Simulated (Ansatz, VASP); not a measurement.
**Two plane-wave programs on CdTe**

```xyz
2
Lattice="3.1631 3.1631 0.0000 -3.1631 3.1631 0.0000 0.0000 3.1631 3.1631" Properties=species:S:1:pos:R:3 pbc="T T T"
Cd    0.0000    0.0000    0.0000
Te    1.5816    4.7447    1.5816
```

Alike in both runs: functional LDA; k mesh 6 × 6 × 6; no spin polarisation.

Ansatz relaxed the structure, and its values are those at the end. VASP's run is a single point on that final structure, the one shown.

|  | VASP | Ansatz |
| --- | --- | --- |
| version | VASP 6.6.1 | Ansatz 0.2.0 |
| potentials or method | VASP PAW LDA potentials, release 64 (Cd, Te) | PAW with Ansatz's default frozen-core files, scalar-relativistic |
| plane-wave cutoff (eV) | 520 | 420 |
| occupations | gaussian, width 0.01 eV | fixed |
| valence electrons in the cell | 18 | 36 |

```tsv
	VASP	Ansatz	Ansatz less VASP
gap on the k mesh at the Fermi level (eV)	0.77	0.73	-0.045
pressure (GPa)	2.3	2.0	-0.32
```

The two sets of potentials don't hold the same shells in valence.

Caveats: spin-orbit coupling is left out, which moves the levels of the heavy elements.
